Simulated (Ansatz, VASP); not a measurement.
# MgB: VASP and Ansatz over several settings

```
Mg B
1.0
     2.87572    0.00000    0.00000
     0.00000    2.87572    0.00000
     0.00000    0.00000    2.87572
Mg B
1 1
Direct
  0.00000 0.00000 0.00000
  0.50000 0.50000 0.50000
```

Change from the starting cell: volume scaled by 0.98.

Single points on this cell with VASP 6.6.1 and Ansatz 0.2.0. Each row is one pair of runs. Alike in all rows: spin: off; k mesh: 9 × 9 × 9; smearing: fermi-dirac, width 0.05 eV; VASP's potentials, cutoff: VASP PAW PBE potentials, release 64 (Mg, B), 520 eV.

```tsv
level	Ansatz's potentials, cutoff	gap on the k mesh at the Fermi level (eV), VASP	gap on the k mesh at the Fermi level (eV), Ansatz	pressure (GPa), VASP	pressure (GPa), Ansatz
PBE	Ansatz PAW, 420 eV	none	none	1.7	1.9
PBE	Ansatz PAW earlier set, 760 eV	none	none	1.7	1.8
PBE	JTH PAW, 900 eV	none	none	1.7	1.9
PBE	SPMS NC, 789 eV	none	none	1.7	2.1
PBE	PseudoDojo standard (PBE files), 1143 eV	none	none	1.7	2.1
PBE	PseudoDojo stringent (PBE files), 1143 eV	none	none	1.7	2.1
PBE	Ansatz NC, 1143 eV	none	none	1.7	1.9
```

Pressure (GPa): the two programs differ by at most 0.41.

A gap of «none» marks a metal or a gap that the smearing closes.
